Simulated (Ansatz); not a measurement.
The system is Hf.

```
CELL_PARAMETERS angstrom
-1.80500 1.80500 1.80500
1.80500 -1.80500 1.80500
1.80500 1.80500 -1.80500
ATOMIC_POSITIONS crystal
Hf 0.00000 0.00000 0.00000
```

This isn't the form of Hf at room conditions, which is hcp.

| Item | Value |
| --- | --- |
| Program | Ansatz 0.2.0 |
| Task | relaxation of cell and atoms |
| Functional | PBE0 |
| Potentials or basis | Ansatz PAW |
| Cutoff | 420 eV (not typed: the program's choice for these potentials) |
| k mesh | 5 × 5 × 5 |
| Occupations | fermi-dirac, width 0.05 eV |
| Spin | no spin polarisation |

At the start: volume 23.52 Å³/atom.

Problem. How do energy, volume and symmetry change on relaxing?

Solution. It ends after 4 steps and the volume is 23.05 Å³/atom (-2.0 %); space group Im-3m (No. 229, to 0.05 Å).

Step by step:
```
step  energy change (eV)  largest force (eV/Å)  volume (Å³)
   1              0.0000                0.0000        23.52
   2             -0.0037                0.0000        23.06
   3             -0.0037                0.0000        23.05
   4             -0.0035                0.0000        23.05
```

Final structure:
```
CELL_PARAMETERS angstrom
-1.79279 1.79279 1.79279
1.79279 -1.79279 1.79279
1.79279 1.79279 -1.79279
ATOMIC_POSITIONS crystal
Hf 0.00000 0.00000 0.00000
```

Caveat: the k mesh is coarse (spacing up to 0.49 Å⁻¹), so the values aren't converged, least of all with exact exchange; the plane-wave basis is chosen anew once the cell has moved, so the energies of steps on either side of that aren't comparable; the PAW data sets come from PBE, with cores solved anew for the run's functional, which leaves a small shift of forces and pressure.
